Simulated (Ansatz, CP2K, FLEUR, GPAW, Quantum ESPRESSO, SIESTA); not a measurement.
## One calculation of CdSe, 6 ways

```
Cd Se
1.0
     4.30000    0.00000    0.00000
    -2.15000    3.72391    0.00000
     0.00000    0.00000    7.02000
Cd Se
2 2
Direct
  0.66667 0.33333 0.50000
  0.33333 0.66667 0.00000
  0.66667 0.33333 0.88500
  0.33333 0.66667 0.38500
```

Alike in all runs: task band structure; functional PBEsol; k mesh 7 × 7 × 4; occupations fermi-dirac, width 0.05 eV; no spin polarisation; no spin-orbit coupling. Pressure is positive in compression and, in plane waves, holds the error of the finite cutoff. Gaps are the smaller of the mesh's and the band path's.

| program and potentials | plane-wave cutoff (eV) | notes | band gap (eV) | pressure (GPa) | largest force (eV/Å) |
| --- | --- | --- | --- | --- | --- |
| SIESTA, files PseudoDojo sr-pbesol-0.4.1-standard, DZP (energy shift 0.003 Ry; two zetas on semicore shells) | - | atomic basis; 18 valence electrons an atom on average | 0.81 | 0.41 | 0.306 |
| Quantum ESPRESSO, GBRV 1.5 PBEsol | 612 | 9 valence electrons an atom on average | 0.55 | 0.38 | 0.270 |
| CP2K, POTENTIAL_UZH Cd GTH-PBE-q12, Se GTH-PBE-q6; TZVP-MOLOPT-PBE-GTH basis | - | atomic basis; potentials made for PBE; 9 valence electrons an atom on average | 0.54 | 1.27 | 0.303 |
| GPAW, PAW data sets generated for this functional | 600 | 9 valence electrons an atom on average | ? | ? | ? |
| FLEUR, all-electron, FLAPW | - | - | 0.58 | - | - |
| Ansatz, all-electron LAPW, scalar-relativistic | - | - | 0.58 | 0.18 | 0.265 |

Task: Estimate from the other rows what the run with GPAW, PAW data sets generated for this functional gave.

Result: Band gap 0.57 eV; pressure -0.03 GPa; largest force 0.266 eV/Å. The other rows, which needn't bracket it: band gap 0.54 to 0.81; pressure 0.18 to 1.27; largest force 0.265 to 0.306.
